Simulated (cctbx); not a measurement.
## Absolute structure of YbMg3

Space group P-6m2 (no. 187), a = 3.3120 Å, b = 3.3120 Å, c = 10.8460 Å, α = 90.00°, β = 90.00°, γ = 120.00°.

```
atom  mult.    x    y       z  Ueq (Å²)
 Yb1      1  2/3  1/3     1/2    0.0091
 Mg1      2  1/3  2/3  0.7565    0.0322
 Mg2      1  2/3  1/3       0    0.0324
```

The model was made for the exercise: a known structure type with other elements put in, its volume estimated, not relaxed; displacement parameters are assumed.

Data sets are simulated with cctbx and refined with Bijvoet mates kept apart; Flack x is then fitted as the share of an inverted twin with the atoms fixed, Hooft y from the Bijvoet differences. The group is acentric but holds improper operations, so there is an absolute structure (orientation) and no hand.

Untwinned crystal. What Flack and Hooft values should come out?

```
  λ (Å)  extinction (unmodelled)  d min (Å)  top counts  error (%)     model      R1  Flack x  s.u.  Hooft y   s.u.  pairs
0.71073                      0.3       0.77       40000          3  as given  0.0072     0.07  0.04    0.071  0.034     49
0.71073                      0.3       0.77       40000          3  inverted  0.0157     0.94  0.04    0.939  0.034     49
1.54184                        0       0.83        5000          4  as given  0.0084     0.04  0.06    0.048  0.065     40
```

With Mo Kα, x is within 3 s.u. of 0, so the absolute structure is right. With Cu Kα, x is within 3 s.u. of 0, so the absolute structure is right, though an s.u. above 0.04 can't exclude a small twin share. Inverting the model turns x into about 1 − x.

A further crystal gives:

```
  λ (Å)  extinction (unmodelled)  d min (Å)  top counts  error (%)     model      R1  Flack x  s.u.  Hooft y   s.u.  pairs
1.54184                        0       0.83       20000          2  as given  0.0052     0.15  0.04    0.154  0.031     40
```

**Question.** What is it?

It was simulated as an inversion twin with a fraction 0.15 of the inverted domain. Flack x is over 3 s.u. from both 0 and 1 and reads that fraction.

[Logs are printed without paths, hosts, clocks, repeated set-up lines and the standing remarks that a program may print on its own settings, such as how far it seeks lower states.]
